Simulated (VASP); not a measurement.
Sn, 2 atoms in the cell. Symmetry: Fd-3m, No. 227, cubic system. The conventional cell has a = 6.467 Å, b = 6.467 Å, c = 6.467 Å, α = 90.00°, β = 90.00°, γ = 90.00°. Sn (site symmetry -43m) is surrounded by 4 Sn at 2.80 Å. This isn't the form of Sn at room conditions, which is tetragonal (white tin).

| Quantity | Value |
| --- | --- |
| Program | VASP 6.6.1 |
| Task | single point |
| Functional | PBEsol |
| Potentials or basis | VASP PAW PBE potentials, release 64 (Sn_d) |
| Cutoff | 520 eV |
| k mesh | 7 × 7 × 7 |
| Occupations | gaussian, width 0.05 eV |
| Spin | no spin polarisation |
| Further INCAR settings | ALGO = Normal; EDIFF = 1e-06; NBANDS = 21 |

Potentials or basis: VASP PAW PBE potentials, release 64 (Sn_d).

The run is started by

```console
$ cat potpaw_PBE.64/Sn_d/POTCAR > POTCAR
$ mpirun -np 1 vasp_std > vasp.out
```

Hardware: 1 thread of AMD EPYC 9R45 (Zen 5), with other jobs on the host.

Problem. Estimate the wall time of this run.

Solution. It took 19 s on 1 thread of AMD EPYC 9R45 (Zen 5), on a shared host, peak memory 0.17 GiB. Counts: scf iterations 12, k points 20.
